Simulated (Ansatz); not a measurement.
Input and command of a calculation in Ansatz (plane waves; scalar-relativistic PAW potentials unless the input names others):

```yaml
crystal:
  lattice:
    - [0.0, 2.19742, 2.48404]
    - [2.19742, 0.0, 2.48404]
    - [2.19742, 2.19742, 0.0]
  atoms:
    - { symbol: B, position: [0.0, 0.0, 0.0] }
    - { symbol: As, position: [0.75, 0.75, 0.75] }
basis:
  ecutwfc: 420
kpoints:
  mp_grid: { grid: [10, 10, 10] }
hamiltonian:
  xc: pbe
scf:
  occupations: { method: gaussian, width: 0.05 }
  mixing: { preconditioner: kerker_dos }
output:
  forces: true
  eigenvalues: true
  stress: true
```

```bash
ansatz run input.yaml --threads 1 --pin off --max-ram 2560MiB --backend cpu --events-out ev --progress --plain --runs-dir out
```

Abridged log:
```
Basis set: ecut = 420 eV, 477 PW (Γ), exchange–correlation on 48×48×48 points (8 copies of the dense FFT grid, shifted against one another)
Bands: 13, of which v1, the nominal top of the filled ones, is band 9 counted from 1 (8 counted from 0)
Symmetry: 8 space group operations
k-points: 102 of 1000 (time reversal used)
SCF iter   1: F=—  HF=-5011.634489 eV  |F-HF|=—  |Δ(HF+E_count)|=         —  Δρ=2.55e-3  dr2=1.74e-3  ethr=1.77e-3  ⟨swp⟩=5.2  Hψ=7743  notcnv=0
SCF iter   2: F=—  HF=-5011.633986 eV  |F-HF|=—  |Δ(HF+E_count)|=   5.03e-4  Δρ=1.09e-3  dr2=2.64e-4  ethr=9.64e-6  ⟨swp⟩=1.6  Hψ=2516  notcnv=0
SCF iter   3: F=—  HF=-5011.634005 eV  |F-HF|=—  |Δ(HF+E_count)|=   1.88e-5  Δρ=2.53e-4  dr2=1.65e-5  ethr=1.47e-6  ⟨swp⟩=2.0  Hψ=2238  notcnv=0
SCF iter   4: F=—  HF=-5011.633995 eV  |F-HF|=—  |Δ(HF+E_count)|=   1.03e-5  Δρ=1.02e-4  dr2=1.65e-6  ethr=9.17e-8  ⟨swp⟩=2.0  Hψ=2244  notcnv=0
SCF iter   5: F=—  HF=-5011.633997 eV  |F-HF|=—  |Δ(HF+E_count)|=   2.25e-6  Δρ=3.12e-5  dr2=1.48e-7  ethr=9.14e-9  ⟨swp⟩=2.0  Hψ=2207  notcnv=0
SCF iter   6: F=-5011.633997 eV  HF=-5011.633997 eV  |F-HF|=1.26e-8  |Δ(HF+E_count)|=   2.39e-7  Δρ=4.63e-6  dr2=5.58e-9  ethr=5.56e-10  ⟨swp⟩=5.0  Hψ=5834  notcnv=0
SCF 1 converged in 6 iterations: F = -5011.633997 eV  dr2 = 5.58e-9
SCF converged after 6 iterations
Free energy (F): -5011.633997 eV
Harris-Foulkes:  -5011.633997 eV  (|F-HF|=1.26e-8)
Internal energy: -5011.633871 eV  (E = F + TS)
E sigma→0 (E₀):  -5011.633934 eV
Entropy (-TS):   -0.000126 eV (-0.063 meV/atom)
Fermi energy:    13.799488 eV
--- Forces (eV/Å), atoms counted from 1 ---
  atom   1  B      0.00000000     0.00000000     0.00000000
  atom   2  As     0.00000000     0.00000000     0.00000000
--- Stress (GPa, compression-positive) ---
       37.125595       0.000000       0.000000
        0.000000      37.125595       0.000000
        0.000000       0.000000       3.484993
  P = ⅓ Tr σ = 25.9121 GPa (259.121 kbar)
```

Apart from outputs and empty bands, the input differs from a reference run on usual settings in hamiltonian.xc: "lda" → "pbe"; scf.mixing.preconditioner: not typed → "kerker_dos". The reference, at the same geometry (not necessarily relaxed), gave pressure 17.55 GPa, largest force 0.000 eV/Å, no gap on the mesh. This run converged in 6 SCF iterations (reference: 6) with a total energy on another zero, pressure 25.91 GPa, largest force 0.000 eV/Å, gap on the mesh 0.05 eV.

Time: 2.8 s on 1 thread of Arm Neoverse V2 (shared host), peak memory 0.31 GiB.